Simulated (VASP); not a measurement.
HgSe (e600): single point with PBE

The system is HgSe (e600).

```
Hg Se
1.0
     0.00000    3.13005    3.13005
     3.13005    0.00000    3.13005
     3.13005    3.13005    0.00000
Hg Se
1 1
Direct
  0.00000 0.00000 0.00000
  0.25000 0.25000 0.25000
```

- Program: VASP 6.6.1
- Task: single point
- Functional: PBE
- Potentials or basis: VASP PAW PBE potentials, release 64 (Hg, Se)
- Cutoff: 520 eV
- k mesh: 12 × 12 × 12
- Occupations: gaussian, width 0.1 eV
- Spin: no spin polarisation
- Dipole correction: no
- Further INCAR settings: ALGO = Normal; EDIFF = 1e-06; NBANDS = 16

```yaml
Pressure: 0.2 GPa
Band_gap_on_the_k_mesh: none (metal or under the smearing width)
```

Levels at points of the mesh, in eV from the Fermi level:
```csv
k point,band 6,band 7,band 8,band 9,band 10,band 11,band 12,band 13
"(0.00, 0.00, 0.00)",-6.16,-1.12,-0.07,-0.07,-0.07,5.51,5.51,5.51
"(0.50, 0.00, 0.00)",-5.90,-5.01,-0.89,-0.89,1.02,6.21,6.21,6.73
"(0.50, 0.50, 0.00)",-5.86,-4.75,-2.03,-2.03,2.61,3.12,8.21,9.36
```

Run time: 26 s on 1 thread of Intel(R) Xeon(R) 6975P-C (Granite Rapids) (shared host), peak memory 0.25 GiB.

Spin-orbit coupling is left out, which matters for the levels of Hg.
